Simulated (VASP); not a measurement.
A run of VASP 6.6.1:

File INCAR:

```
SYSTEM = CrO2
  PREC = Accurate
  ENCUT = 520
  EDIFF = 1E-6
  ISMEAR = 0
  SIGMA = 0.05
  LREAL = .FALSE.
  LASPH = .TRUE.
  NELM = 150
  ALGO = Normal
  ISIF = 2
  LWAVE = .FALSE.
  LCHARG = .FALSE.
  ISPIN = 2
  MAGMOM = 2.06 0 0
  LORBIT = 11
  LMAXMIX = 4
  LDAU = .TRUE.
  LDAUTYPE = 2
  LDAUL = 2 -1
  LDAUU = 7 0
  LDAUJ = 0 0
  LDAUPRINT = 1
  GGA = PE
  NBANDS = 23
```

Contents of KPOINTS:

```
Automatic mesh
0
G
  8 8 4
  0 0 0
```

File POSCAR:

```
CrO2
1.0
    2.7798784700      0.0000000000      0.0000000000
   -1.3899392400      2.4074453800      0.0000000000
    0.0000000000      0.0000000000      4.4845209400
Cr O
1 2
Direct
    0.0000000000      0.0000000000      0.0000000000
    0.3333333333      0.6666666667      0.2520000000
    0.6666666667      0.3333333333      0.7480000000
```

Potentials or basis: VASP PAW PBE potentials, release 64 (Cr_pv, O).

Command:

```sh
$ cat potpaw_PBE.64/Cr_pv/POTCAR potpaw_PBE.64/O/POTCAR > POTCAR
$ mpirun -np 1 vasp_std > vasp.out
```

Hardware: 1 thread of Intel(R) Xeon(R) Platinum 8259CL CPU @ 2.50GHz (Skylake/Cascade Lake), with other jobs on the host.

Task: How long does it take, and how much memory?

Result: Wall time 77 s on 1 thread of Intel(R) Xeon(R) Platinum 8259CL CPU @ 2.50GHz (Skylake/Cascade Lake) (shared host), peak memory 0.19 GiB. Counts: scf iterations 23, k points 35.
